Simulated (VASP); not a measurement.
# SnTe (Fm-3m) in VASP: a series of runs

Runs on SnTe. Level: r2SCAN. Tasks: single point.

All numbers are computed with VASP 6.6.1; they aren't measurements. Logs are shortened: lines on timing, memory, paths and dates and some standing lists are left out, and cuts for length are marked.

**What was measured.**

A printed reference work, textbook reports, for a bulk crystal of SnTe at 300 K: band gap 0.18 eV (direct).

The runs below are set against these values where they give the same quantity.

## 1. The cell of the first run

It takes space group Fm-3m (No. 225, cubic). Conventional cell: a = 6.241 Å, b = 6.241 Å, c = 6.241 Å, α = 90.00°, β = 90.00°, γ = 90.00°. Within 4.1 Å of Sn (site symmetry m-3m) lie 6 Te at 3.12 Å. Te (site symmetry m-3m) has 6 Sn at 3.12 Å within 4.1 Å.

## 2. Single point, r2SCAN (30.39 Å³/atom)

The input, POSCAR:

```
SnTe
1.0
    0.0000000000      3.1205689826      3.1205689826
    3.1205689826      0.0000000000      3.1205689826
    3.1205689826      3.1205689826      0.0000000000
Sn Te
1 1
Direct
    0.0000000000      0.0000000000      0.0000000000
    0.5000000000      0.5000000000      0.5000000000
```

The input, INCAR.step1:

```
PREC = Accurate
ENCUT = 520
ISMEAR = 0
SIGMA = 0.01
LREAL = F
LASPH = T
NELM = 80
NBANDS = 17
GGA = PE
ALGO = Normal
EDIFF = 1E-4
LWAVE = T
LCHARG = F
```

The input, INCAR.step2:

```
PREC = Accurate
ENCUT = 520
EDIFF = 1E-7
ISMEAR = 0
SIGMA = 0.01
LREAL = F
LASPH = T
NELM = 80
ALGO = Normal
ISIF = 2
LWAVE = F
LCHARG = F
METAGGA = R2SCAN
LMIXTAU = T
NBANDS = 17
ISTART = 1
```

The input, KPOINTS:

```
Automatic mesh
0
Gamma
  10 10 10
```

Potentials or basis: VASP PAW PBE potentials, release 64 (Sn_d, Te).

Started as:

```
$ cat potpaw_PBE.64/Sn_d/POTCAR potpaw_PBE.64/Te/POTCAR > POTCAR
$ cp INCAR.step1 INCAR
$ mpirun -np 1 vasp_std > vasp.out
$ cp INCAR.step2 INCAR
$ mpirun -np 1 vasp_std > vasp.out
```

OUTCAR:

```text
PREC = Accurate
   ENCUT = 520
   EDIFF = 1E-7
   ISMEAR = 0
   LREAL = F
   LASPH = T
   NELM = 80
   ISIF = 2
   METAGGA = R2SCAN
   ISTART = 1

 ion  position               nearest neighbor table
   1  0.000  0.000  0.000-   2 3.12   2 3.12   2 3.12   2 3.12   2 3.12   2 3.12
   2  0.500  0.500  0.500-   1 3.12   1 3.12   1 3.12   1 3.12   1 3.12   1 3.12

  LATTYP: Found a face centered cubic cell.
 ALAT       =     6.2411379652

  Lattice vectors:

 A1 = (   0.0000000000,   3.1205689826,   3.1205689826)
 A2 = (   3.1205689826,   0.0000000000,   3.1205689826)
 A3 = (   3.1205689826,   3.1205689826,   0.0000000000)

Analysis of symmetry for initial positions (statically):
=====================================================================
 Subroutine PRICEL returns:
 Original cell was already a primitive cell.

 Routine SETGRP: Setting up the symmetry group for a
 face centered cubic supercell.

 Subroutine GETGRP returns: Found 48 space group operations
 (whereof 48 operations were pure point group operations)
 out of a pool of 48 trial point group operations.

The static configuration has the point symmetry O_h .

Analysis of symmetry for dynamics (positions and initial velocities):
=====================================================================
 Subroutine PRICEL returns:
 Original cell was already a primitive cell.

 Routine SETGRP: Setting up the symmetry group for a
 face centered cubic supercell.

 Subroutine GETGRP returns: Found 48 space group operations
 (whereof 48 operations were pure point group operations)
 out of a pool of 48 trial point group operations.

The dynamic configuration has the point symmetry O_h .

 Subroutine INISYM returns: Found 48 space group operations
 (whereof 48 operations are pure point group operations),
 and found     1 'primitive' translations

----------------------------------------------------------------------------------------

                                     Primitive cell

  volume of cell :      60.7759

  direct lattice vectors                    reciprocal lattice vectors
     0.000000000  3.120568983  3.120568983    -0.160227190  0.160227190  0.160227190
     3.120568983  0.000000000  3.120568983     0.160227190 -0.160227190  0.160227190
     3.120568983  3.120568983  0.000000000     0.160227190  0.160227190 -0.160227190

  length of vectors
     4.413150978  4.413150978  4.413150978     0.277521634  0.277521634  0.277521634

  position of ions in fractional coordinates (direct lattice)
     0.000000000  0.000000000  0.000000000
     0.500000000  0.500000000  0.500000000

  ion indices of the primitive-cell ions
   primitive index   ion index
                 1           1
                 2           2

----------------------------------------------------------------------------------------

 KPOINTS: Automatic mesh

Automatic generation of k-mesh.
 Grid dimensions read from file:
 generate k-points for:   10   10   10

 Generating k-lattice:

  Cartesian coordinates                     Fractional coordinates (reciprocal lattice)
    -0.016022719  0.016022719  0.016022719     0.100000000  0.000000000  0.000000000
     0.016022719 -0.016022719  0.016022719     0.000000000  0.100000000  0.000000000
     0.016022719  0.016022719 -0.016022719     0.000000000  0.000000000  0.100000000

  Length of vectors
     0.027752163  0.027752163  0.027752163

  Shift w.r.t. Gamma in fractional coordinates (k-lattice)
     0.000000000  0.000000000  0.000000000

 Subroutine IBZKPT returns following result:
 ===========================================

 Found     47 irreducible k-points:

 Following reciprocal coordinates:
            Coordinates               Weight
  0.000000  0.000000  0.000000      1.000000
  0.100000  0.000000  0.000000      8.000000
  0.200000  0.000000  0.000000      8.000000
  0.300000  0.000000  0.000000      8.000000
  0.400000  0.000000  0.000000      8.000000
  0.500000  0.000000  0.000000      4.000000
[... 16 lines left out ...]
  0.300000  0.300000  0.000000      6.000000
  0.400000  0.300000  0.000000     24.000000
 [... further k-points ...]
   k-points           NKPTS =     47   k-points in BZ     NKDIM =     47   number of bands    NBANDS=     17
   number of dos      NEDOS =    301   number of ions     NIONS =      2
   total plane-waves  NPLWV =  46656
   dimension x,y,z NGX =    36 NGY =   36 NGZ =   36
   dimension x,y,z NGXF=    72 NGYF=   72 NGZF=   72
   ions per type =               1   1
   NGX,Y,Z   is equivalent  to a cutoff of  13.56, 13.56, 13.56 a.u.
   NGXF,Y,Z  is equivalent  to a cutoff of  27.12, 27.12, 27.12 a.u.
 SYSTEM =  unknown system
   PREC   = accura    normal or accurate (medium, high low for compatibility)
   ISTART =      1    job   : 0-new  1-cont  2-samecut
   ICHARG =      0    charge: 1-file 2-atom 10-const
   ISPIN  =      1    spin polarized calculation?
   LNONCOLLINEAR =      F non collinear calculations
   LSORBIT =      F    spin-orbit coupling
   LASPH  =      T    aspherical Exc in radial PAW
   ENCUT  =  520.0 eV  38.22 Ry    6.18 a.u.   8.21  8.21  8.21*2*pi/ulx,y,z
   NELM   =     80;   NELMIN=  2; NELMDL=  0     # of ELM steps
   EDIFF  = 0.1E-06   stopping-criterion for ELM
   LREAL  =      F    real-space projection
   EDIFFG = 0.1E-05   stopping-criterion for IOM
   NSW    =      0    number of steps for IOM
   IBRION =     -1    ionic relax: 0-MD 1-quasi-New 2-CG
   NFREE  =      0    steps in history (QN), initial steepest desc. (CG)
   ISIF   =      2    stress and relaxation
   ISYM   =      2    0-nonsym 1-usesym 2-fastsym
   POTIM  = 0.5000    time-step for ionic-motion
   TEBEG  =    0.0;   TEEND  =   0.0 temperature during run
   PSTRESS=    0.0 pullay stress
   NELECT =      20.0000    total number of electrons
   NUPDOWN=      -1.0000    fix difference up-down
   EMIN   =  10.00;   EMAX   =-10.00  energy-range for DOS
   EFERMI =   0.00;   METHOD = LEGACY
   ISMEAR =     0;   SIGMA  =   0.01  broadening in eV -4-tet -1-fermi 0-gaus
   EFERMI_NEDOS =   21; number of points for ismear=-14 and -15
   IALGO  =     38    algorithm
   IMIX   =      4    mixing-type and parameters
     AMIX     =   0.40;   BMIX     =  1.00
     AMIX_MAG =   1.60;   BMIX_MAG =  1.00
  volume/ion in A,a.u.               =      30.39       205.07
  Fermi-wavevector in a.u.,A,eV,Ry     =   1.130250  2.135862 17.380956  1.277464
  Thomas-Fermi vector in A             =   2.266946
   LORBIT       =      0    0 simple, 1 ext, 2 COOP (PROOUT), +10 PAW based schemes
   METAGGA = R2SCAN    functional components
   LHFCALC =     F    Hartree Fock is set to
   AEXX    =    0.0000 exact exchange contribution
   IVDW    =     0    specifies the selected vdW correction
   LEPSILON=     F    determine dielectric tensor
   LRPA    =     F    only Hartree local field effects (RPA)
 non-spin polarized calculation
 Gauss-broadening in eV      SIGMA  =   0.01
  energy-cutoff  :      520.00
  volume of cell :       60.78
 maximum number of plane-waves:      1660
 NGX is ok and might be reduce to    36
   NGX = 17   NGY = 17   NGZ = 17

 number of electron      19.9999997 magnetization

 Free energy of the ion-electron system (eV)
  ---------------------------------------------------
  ext. energy  EPLUGINS =         0.00000000
  ---------------------------------------------------
  free energy    TOTEN  =       -50.65219262 eV

  energy without entropy =      -50.65219262  energy(sigma->0) =      -50.65219262

 E-fermi :   7.5296     XC(G=0): -10.2095

 val. band max:        7.4974414920   @ k =   0.5000   0.0000   0.0000
 cond. band min:       7.5617043012   @ k =   0.5000   0.0000   0.0000
 fundamental gap:      0.0642628092
 Fermi energy:         7.5295722287

 k-point     1 :       0.0000    0.0000    0.0000
  band No.  band energies     occupation
      1     -15.3809      2.00000
      2     -15.3809      2.00000
      3     -15.3677      2.00000
      4     -15.3677      2.00000
      5     -15.3677      2.00000
      6      -6.3401      2.00000
[... 9 lines left out ...]
     16      12.2979      0.00000
     17      14.4470      0.00000

 k-point     2 :       0.1000    0.0000    0.0000
  band No.  band energies     occupation
      1     -15.3814      2.00000
      2     -15.3814      2.00000
      3     -15.3676      2.00000
      4     -15.3671      2.00000
      5     -15.3671      2.00000
      6      -6.2468      2.00000
[... 9 lines left out ...]
     16      12.5204      0.00000
     17      15.1657      0.00000

 k-point     3 :       0.2000    0.0000    0.0000
  band No.  band energies     occupation
      1     -15.3830      2.00000
      2     -15.3830      2.00000
      3     -15.3671      2.00000
      4     -15.3652      2.00000
      5     -15.3652      2.00000
      6      -5.9761      2.00000
[... 9 lines left out ...]
     16      13.1372      0.00000
     17      16.7382      0.00000

 k-point     4 :       0.3000    0.0000    0.0000
  band No.  band energies     occupation
      1     -15.3852      2.00000
      2     -15.3852      2.00000
      3     -15.3666      2.00000
      4     -15.3627      2.00000
      5     -15.3627      2.00000
      6      -5.5654      2.00000
[... 9 lines left out ...]
     16      14.1091      0.00000
     17      18.6598      0.00000

 k-point     5 :       0.4000    0.0000    0.0000
  band No.  band energies     occupation
      1     -15.3870      2.00000
      2     -15.3870      2.00000
      3     -15.3661      2.00000
      4     -15.3606      2.00000
      5     -15.3606      2.00000
      6      -5.1212      2.00000
[... 9 lines left out ...]
     16      15.3844      0.00000
     17      17.9900      0.00000

 k-point     6 :       0.5000    0.0000    0.0000
  band No.  band energies     occupation
      1     -15.3877      2.00000
      2     -15.3877      2.00000
      3     -15.3660      2.00000
      4     -15.3598      2.00000
      5     -15.3598      2.00000
      6      -4.9003      2.00000
[... 9 lines left out ...]
     16      16.5763      0.00000
     17      16.6282      0.00000

 k-point     7 :       0.1000    0.1000    0.0000
  band No.  band energies     occupation
      1     -15.3828      2.00000
      2     -15.3804      2.00000
      3     -15.3682      2.00000
      4     -15.3666      2.00000
      5     -15.3666      2.00000
      6      -6.2158      2.00000
[... 9 lines left out ...]
     16      12.9090      0.00000
     17      14.5654      0.00000

 k-point     8 :       0.2000    0.1000    0.0000
  band No.  band energies     occupation
      1     -15.3850      2.00000
      2     -15.3806      2.00000
      3     -15.3682      2.00000
      4     -15.3651      2.00000
      5     -15.3648      2.00000
      6      -6.0043      2.00000
[... 9 lines left out ...]
     16      13.5907      0.00000
     17      15.4222      0.00000
[... 203 lines left out ...]
      1     -15.3933      2.00000
      2     -15.3832      2.00000
      3     -15.3662      2.00000
      4     -15.3604      2.00000
      5     -15.3583      2.00000
      6      -4.8011      2.00000
[... 9 lines left out ...]
     16      16.7934      0.00000
     17      17.5958      0.00000

 k-point    20 :      -0.4000    0.2000    0.0000
  band No.  band energies     occupation
      1     -15.3914      2.00000
      2     -15.3852      2.00000
      3     -15.3644      2.00000
      4     -15.3611      2.00000
      5     -15.3591      2.00000
      6      -4.7365      2.00000
[... 9 lines left out ...]
     16      15.3444      0.00000
     17      18.5047      0.00000

 k-point    21 :      -0.3000    0.2000    0.0000
  band No.  band energies     occupation
      1     -15.3883      2.00000
      2     -15.3864      2.00000
      3     -15.3644      2.00000
      4     -15.3615      2.00000
      5     -15.3610      2.00000
      6      -5.0230      2.00000
[... 9 lines left out ...]
     16      15.8119      0.00000
     17      17.2716      0.00000

 k-point    22 :      -0.2000    0.2000    0.0000
  band No.  band energies     occupation
      1     -15.3863      2.00000
      2     -15.3851      2.00000
      3     -15.3659      2.00000
      4     -15.3631      2.00000
      5     -15.3619      2.00000
      6      -5.4310      2.00000
[... 9 lines left out ...]
     16      15.9070      0.00000
     17      16.3143      0.00000

 k-point    23 :       0.3000    0.3000    0.0000
  band No.  band energies     occupation
      1     -15.3958      2.00000
      2     -15.3772      2.00000
      3     -15.3707      2.00000
      4     -15.3595      2.00000
      5     -15.3595      2.00000
      6      -5.3252      2.00000
[... 9 lines left out ...]
     16      16.3482      0.00000
     17      16.3482      0.00000

 k-point    24 :       0.4000    0.3000    0.0000
  band No.  band energies     occupation
      1     -15.3986      2.00000
      2     -15.3774      2.00000
      3     -15.3706      2.00000
      4     -15.3580      2.00000
      5     -15.3577      2.00000
      6      -5.0023      2.00000
[... 9 lines left out ...]
     16      17.2065      0.00000
     17      17.4865      0.00000

 [... further k-points ...]

------------------------ aborting loop because EDIFF is reached ----------------------------------------

  FORCE on cell =-STRESS in cart. coord.  units (eV):
  Direction    XX          YY          ZZ          XY          YZ          ZX
  --------------------------------------------------------------------------------------
  -------------------------------------------------------------------------------------
  Total        1.1667280      1.1667280      1.1667280     -0.0000000     -0.0000000      0.0000000
  in kB       30.7573451     30.7573451     30.7573451     -0.0000000     -0.0000000      0.0000000
  external PRESSURE =      30.7573451 kB  Pullay stress =       0.0000000 kB

 VOLUME and BASIS-vectors are now :
 -----------------------------------------------------------------------------
  energy-cutoff  :      520.00
  volume of cell :       60.78
      direct lattice vectors                 reciprocal lattice vectors
     0.000000000  3.120568983  3.120568983    -0.160227190  0.160227190  0.160227190
     3.120568983  0.000000000  3.120568983     0.160227190 -0.160227190  0.160227190
     3.120568983  3.120568983  0.000000000     0.160227190  0.160227190 -0.160227190

 POSITION                                       TOTAL-FORCE (eV/Angst)
 -----------------------------------------------------------------------------------
      0.00000      0.00000      0.00000         0.000000     -0.000000     -0.000000
      3.12057      3.12057      3.12057        -0.000000      0.000000      0.000000
 -----------------------------------------------------------------------------------
    total drift:                               -0.000000      0.000000      0.000000

  FREE ENERGIE OF THE ION-ELECTRON SYSTEM (eV)
  ---------------------------------------------------
  free  energy   TOTEN  =       -50.6521926176 eV

  energy  without entropy=      -50.6521926161  energy(sigma->0) =      -50.65219262
```

It took 2 min on 1 thread of Intel Xeon Platinum 8559C (Emerald Rapids), shared host; peak memory 0.23 GiB.

Results:

```yaml
Free_energy: -50.6522 eV
Pressure: 3.1 GPa
Band_gap_on_the_k_mesh: 0.06 eV
```

Caveat: the cell stands under pressure; semilocal functionals underestimate gaps, and a narrow one can read as zero; the PAW data sets were made with another functional, which shifts forces and pressure a little; spin-orbit coupling is left out, which moves the levels of the heavy elements. A k mesh can miss the band edges.

## 3. Single point, r2SCAN (31.36 Å³/atom)

This run uses another cell than the first one, of 31.36 Å³/atom.

The input, POSCAR:

```
SnTe
1.0
    0.0000000000      3.1534194912      3.1534194912
    3.1534194912      0.0000000000      3.1534194912
    3.1534194912      3.1534194912      0.0000000000
Sn Te
1 1
Direct
    0.0000000000      0.0000000000      0.0000000000
    0.5000000000      0.5000000000      0.5000000000
```

The input, INCAR.step1:

```
SYSTEM = SnTe
PREC = Accurate ; ENCUT = 520
ISMEAR = 0 ; SIGMA = 0.01
LREAL = .False. ; LASPH = .True.
NELM = 100 ; NBANDS = 17
GGA = PE ; ALGO = Normal
EDIFF = 1E-4 ; LWAVE = .True.
LCHARG = .False.
```

The input, INCAR.step2:

```
SYSTEM = SnTe
PREC = Accurate ; ENCUT = 520
EDIFF = 1E-6 ; ISMEAR = 0
SIGMA = 0.01 ; LREAL = .False.
LASPH = .True. ; NELM = 100
ALGO = Normal ; ISIF = 2
LWAVE = .False. ; LCHARG = .False.
METAGGA = R2SCAN ; LMIXTAU = .True.
NBANDS = 17 ; ISTART = 1
```

The input, KPOINTS:

```
Automatic mesh
0
Gamma
  10 10 10
  0 0 0
```

Potentials or basis: VASP PAW PBE potentials, release 64 (Sn_d, Te).

Started as:

```
$ cat potpaw_PBE.64/Sn_d/POTCAR potpaw_PBE.64/Te/POTCAR > POTCAR
$ cp INCAR.step1 INCAR
$ mpirun -np 1 vasp_std > vasp.out
$ cp INCAR.step2 INCAR
$ mpirun -np 1 vasp_std > vasp.out
```

It took 87 s on 1 thread of Intel Xeon Platinum 8559C (Emerald Rapids), shared host; peak memory 0.24 GiB.

It converged, with:

```
Free energy            : -50.6797 eV
Pressure               : 1.5 GPa
Band gap on the k mesh : 0.04 eV
```

Levels at points of the mesh, in eV from the valence-band top:
```
           k point  band 8  band 9  band 10  band 11  band 12  band 13
(0.00, 0.00, 0.00)   -2.57   -2.57    -2.57     3.35     3.35     3.35
(0.50, 0.00, 0.00)   -2.20   -2.20     0.00     0.04     0.20     0.20
(0.50, 0.50, 0.00)   -6.05   -4.19    -4.19     2.24     5.02     5.02
```

Caveat: semilocal functionals underestimate gaps, and a narrow one can read as zero; the PAW data sets were made with another functional, which shifts forces and pressure a little; spin-orbit coupling is left out, which moves the levels of the heavy elements.

(Part 1 of 2 ends here.)
